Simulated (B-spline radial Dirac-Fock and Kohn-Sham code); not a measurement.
# Core-level shifts of xenon with charge state

The computed values come from an atomic code on a B-spline grid: ΔSCF Dirac-Fock with Breit, self-energy and vacuum polarisation, finite nucleus, configuration average. Each ion is free and in its tabulated ground configuration. Correlation and solid-state effects are left out.

Reference: Xe⁴⁸⁺, [He] 2s2 2p2, with K 38959.0 eV. Shifts from it, in eV (a dash: the subshell is empty, belongs to an open shell averaged over j, or its hole state is left out as unreliable):

| ion | configuration | K |
| --- | --- | --- |
| Xe⁴⁹⁺ | [He] 2s2 2p1 | +343.5 |
| Xe⁵⁰⁺ | [He] 2s2 | +691.7 |
| Xe⁵¹⁺ | [He] 2s1 | – |
| Xe⁵²⁺ | 1s2 | +1310.0 |
| Xe⁵³⁺ | 1s1 | +2340.9 |
